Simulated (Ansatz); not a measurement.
# Si (I4/mmm) in Ansatz: further runs

The runs below take Si through single point, with PBE.

Everything below comes from runs of Ansatz 0.2.0. Logs are shortened: lines on timing, memory, paths and dates and some standing lists are left out, and cuts for length are marked.

### Step 1. Starting point

The structure is tetragonal, space group I4/mmm (No. 139). Conventional cell: a = 3.254 Å, b = 3.254 Å, c = 2.641 Å, α = 90.00°, β = 90.00°, γ = 90.00°. Si (site symmetry 4/mmm) is surrounded by 10 Si at 2.64 to 2.65 Å.

This isn't the form of Si at room conditions, which is diamond.

### Step 2. Single point, PBE

The input, input.yaml:

```yaml
crystal:
  lattice:
    - [-1.62691493, 1.62691493, 1.32032985]
    - [1.62691493, -1.62691493, 1.32032985]
    - [1.62691493, 1.62691493, -1.32032985]
  atoms:
    - { symbol: Si, position: [0.0, 0.0, 0.0] }
hamiltonian:
  xc: pbe
  pseudopotentials: { kind: paw }
kpoints:
  mp_grid: { grid: [13, 13, 13] }
scf:
  occupations: { method: gaussian, width: 0.012 }
output:
  forces: true
  stress: true
  eigenvalues: true
```

Potentials or basis: Ansatz PAW.

Launch:

```console
$ ansatz run input.yaml --threads 2 --pin off --max-ram 5632MiB --backend cpu --events-out ev --progress --plain --runs-dir out
```

What it wrote:

```text
Warning: RAYON_NUM_THREADS=2 ignored (pool sized by the plan → 2); use --threads N
Engine: ansatz 0.2.0, aarch64-unknown-linux-gnu
Pseudopotentials: kind: paw
Pseudopotential: Si, paw, valence charge 4, recommended cutoff 420 eV (normal), Si.paw.azcp
Functional definition: PBE
  parameter kappa = 0.804
  parameter beta = 0.06672455060314922
  exchange = pbe_x(kappa = kappa, mu = beta*pi^2/3)
  correlation = pbe_c(beta = beta)
Crystal: 1 atoms, lattice volume = 13.979 Å³
Basis set: ecut = 420 eV, 273 PW (Γ), exchange–correlation on 36×36×36 points (8 copies of the dense FFT grid, shifted against one another)
Bands: 6, of which v1, the nominal top of the filled ones, is band 2 counted from 1 (1 counted from 0)
Symmetry: 16 space group operations
Space group: I4/mmm (ITA 139), of the structure as read, at distance tolerance 2.4e-5 Å
k-points: 196 of 2197
Non-local potential: Si, projectors of the file, l = 0: 2, l = 1: 2, l = 2: 2
PAW form: soft (Blöchl's): semilocal exchange-correlation on the pseudo side does not see the compensation charge
PAW one-centre angular grid: Si, 110 points (default); XC on 64 Gauss nodes
Initial density: superposition of atomic densities (neutral atoms: chi_scale 0, normalization atom), corrected by the library's trained network
Initial wavefunctions: pseudopotential atomic-orbital guess
Functional: x = pbe(κ = 0.804, μ = 0.2195149727645171), c = pbe(β = 0.06672455060314922)
SCF iter   1: F=—  HF=-635.311469 eV  |F-HF|=—  |Δ(HF+E_count)|=         —  Δρ=1.71e-3  dr2=2.09e-4  ethr=1.77e-3  ⟨swp⟩=5.9  Hψ=11425  notcnv=0
preconditioner: auto → none  [metal: Δε(μ)=0.005 eV  Ē_g=14.067 eV  σ=0.012 eV  W_gap=0.22  n_scr=0 (ndim 8)  ℏωp=19.9 eV  f_vac=0.000  D(μ)=1.56/eV (n_scr^D=16)]
SCF iter   2: F=—  HF=-635.311556 eV  |F-HF|=—  |Δ(HF+E_count)|=   8.64e-5  Δρ=8.61e-4  dr2=5.15e-5  ethr=5.22e-6  ⟨swp⟩=2.5  Hψ=3495  notcnv=0  defer=1
SCF iter   3: F=—  HF=-635.311593 eV  |F-HF|=—  |Δ(HF+E_count)|=   3.68e-5  Δρ=6.68e-5  dr2=5.54e-7  ethr=1.29e-6  ⟨swp⟩=2.0  Hψ=1492  notcnv=0  defer=1
iter 4 did not close the SCF: its close was put off for the readings that it lacked (scf_convergence_deferred on its scf_iter line)
SCF iter   4: F=-635.311592 eV  HF=-635.311592 eV  |F-HF|=6.05e-9  |Δ(HF+E_count)|=   2.02e-7  Δρ=2.51e-5  dr2=5.90e-8  ethr=1.39e-8  ⟨swp⟩=1.0  Hψ=1126  notcnv=0  defer=1
iter 5 did not close the SCF: its close was put off for the readings that it lacked (scf_convergence_deferred on its scf_iter line)
SCF iter   5: F=-635.311592 eV  HF=-635.311592 eV  |F-HF|=2.10e-10  |Δ(HF+E_count)|=   1.42e-9  Δρ=1.95e-6  dr2=4.64e-10  ethr=1.48e-9  ⟨swp⟩=2.0  Hψ=1505  notcnv=0  defer=1
SCF iter   6: F=-635.311592 eV  HF=-635.311592 eV  |F-HF|=5.46e-12  |Δ(HF+E_count)|=  7.07e-11  Δρ=3.37e-7  dr2=1.32e-11  ethr=1.16e-11  ⟨swp⟩=1.6  Hψ=3558  notcnv=0
SCF 1 converged in 6 iterations: F = -635.311592 eV  dr2 = 1.32e-11
SCF converged after 6 iterations
Free energy (F): -635.311592 eV
Harris-Foulkes:  -635.311592 eV  (|F-HF|=5.46e-12)
Internal energy: -635.311479 eV  (E = F + TS)
E sigma→0 (E₀):  -635.311536 eV
Entropy (-TS):   -0.000113 eV (-0.113 meV/atom)
Fermi energy:    11.139741 eV
--- Per-component energies (eV) ---
  E_band       = 21.351756
  E_kinetic    = 41.900451
  E_local      = 3.417405  (includes V_loc(G=0)·N_el)
  E_nonlocal   = 25.349021
  E_hartree    = 0.472270
  E_xc         = -56.340687
  E_vxc        = -48.275502  (∫ρ·V_xc dr)
  E_paw        = -512.239011  (= ΣΔE_a)
  E_vpaw       = -1.984169  (= ΣTr[D̂ρ^β])
  E_aug_tail   = 0.000007  (compensation charges beyond the density's cutoff)
  E_ewald      = -137.870934
  E_smearing   = -0.000113  (= −TS)
  E_closure    = -0.000000  (closes the sum)
  Σ components = -635.311592   (vs F -635.311592, Δ=0.00e0)
--- Forces (eV/Å), atoms counted from 1 ---
  atom   1  Si     0.00000000    -0.00000000    -0.00000000
  max |Σ_I F_I| component: 9.86e-32 eV/Å
--- Stress (GPa, compression-positive) ---
        4.906661      -0.000000      -0.000000
       -0.000000       4.906661       0.000000
       -0.000000       0.000000       0.324897
  P = ⅓ Tr σ = 3.3794 GPa (33.794 kbar)
--- Band table (eV; the first three rows and the last of 196) ---
  k-point 0: bands = ["-3.5880", "20.7200", "21.3296", "21.3296", "24.1400", "25.1059"]
  k-point 1: bands = ["-3.4261", "18.1553", "21.4280", "22.6514", "24.0625", "24.8485"]
  k-point 2: bands = ["-2.9417", "15.0457", "21.7077", "22.8188", "23.1471", "25.1599"]
  k-point 195: bands = ["7.5248", "8.8265", "10.4773", "12.9786", "15.4155", "17.8139"]
```

It took 0.8 s on 2 threads of Arm Neoverse V2, shared host; peak memory 0.26 GiB.

Results:

```
Free energy            : -635.3116 eV
Pressure               : 3.4 GPa
Band gap on the k mesh : none (metal or under the smearing width)
```

Stress tensor (GPa, compression positive):
```
4.91 0.00 0.00
0.00 4.91 0.00
0.00 0.00 0.32
```

### Step 3. Single point, PBE

Changes to input.yaml since step 2:

```diff
@@ -13,3 +13,3 @@
 scf:
-  occupations: { method: gaussian, width: 0.012 }
+  occupations: { method: gaussian, width: 0.013 }
 output:
```

Potentials or basis: Ansatz PAW.

Launch:

```console
$ ansatz run input.yaml --threads 2 --pin off --max-ram 5632MiB --backend cpu --events-out ev --progress --plain --runs-dir out
```

It took 0.8 s on 2 threads of Arm Neoverse V2, shared host; peak memory 0.26 GiB.

Results (log left out):

| Property | Result |
| --- | --- |
| Free energy | -635.3116 eV |
| Pressure | 3.4 GPa |
| Band gap on the k mesh | none (metal or under the smearing width) |

Stress tensor (GPa, compression positive):
```
4.91 0.00 0.00
0.00 4.91 0.00
0.00 0.00 0.33
```

Levels at points of the mesh, in eV from the Fermi level:
```csv
k point,band 1,band 2,band 3,band 4,band 5,band 6
"(0.00, 0.00, 0.00)",-14.73,9.58,10.19,10.19,13.00,13.97
```

### Step 4. Single point, PBE

Changes to input.yaml since step 3:

```diff
@@ -13,3 +13,3 @@
 scf:
-  occupations: { method: gaussian, width: 0.013 }
+  occupations: { method: gaussian, width: 0.014 }
 output:
```

Launch:

```console
$ ansatz run input.yaml --threads 2 --pin off --max-ram 5632MiB --backend cpu --events-out ev --progress --plain --runs-dir out
```

It took 0.8 s on 2 threads of Arm Neoverse V2, shared host; peak memory 0.26 GiB.

It converged, with:

| Property | Result |
| --- | --- |
| Free energy | -635.3116 eV |
| Pressure | 3.4 GPa |
| Band gap on the k mesh | none (metal or under the smearing width) |

Stress tensor (GPa, compression positive):
```
4.91 0.00 0.00
0.00 4.91 0.00
0.00 0.00 0.33
```

Levels at points of the mesh, in eV from the Fermi level:
```csv
k point,band 1,band 2,band 3,band 4,band 5,band 6
"(0.00, 0.00, 0.00)",-14.73,9.58,10.19,10.19,13.00,13.97
```

### Step 5. Single point, PBE

Changes to input.yaml since step 4:

```diff
@@ -13,3 +13,3 @@
 scf:
-  occupations: { method: gaussian, width: 0.014 }
+  occupations: { method: gaussian, width: 0.015 }
 output:
```

Launch:

```console
$ ansatz run input.yaml --threads 2 --pin off --max-ram 5632MiB --backend cpu --events-out ev --progress --plain --runs-dir out
```

Run time: 0.8 s. Hardware: 2 threads of Arm Neoverse V2, shared host; peak memory 0.26 GiB.

Results (log left out):

* Free energy: -635.3116 eV
* Pressure: 3.4 GPa
* Band gap on the k mesh: none (metal or under the smearing width)

Stress tensor (GPa, compression positive):
```
4.91 0.00 0.00
0.00 4.91 0.00
0.00 0.00 0.33
```

Levels at points of the mesh, in eV from the Fermi level:
```
           k point  band 1  band 2  band 3  band 4  band 5  band 6
(0.00, 0.00, 0.00)  -14.73    9.58   10.19   10.19   13.00   13.97
```

### Step 6. The runs side by side

```csv
smearing,gap on the mesh (eV),pressure (GPa)
gaussian 0.012 eV,none,3.4
gaussian 0.013 eV,none,3.4
gaussian 0.014 eV,none,3.4
gaussian 0.015 eV,none,3.4
```

Alike in all rows: task single point; level PBE; potentials or basis Ansatz PAW; no spin polarisation; cell as given; k mesh 13 × 13 × 13; cutoff (eV) 420.

Every run on the cell as given and a fine mesh finds a metal.

Total energies depend on the potentials used, so only differences within one code and one set of settings carry meaning.
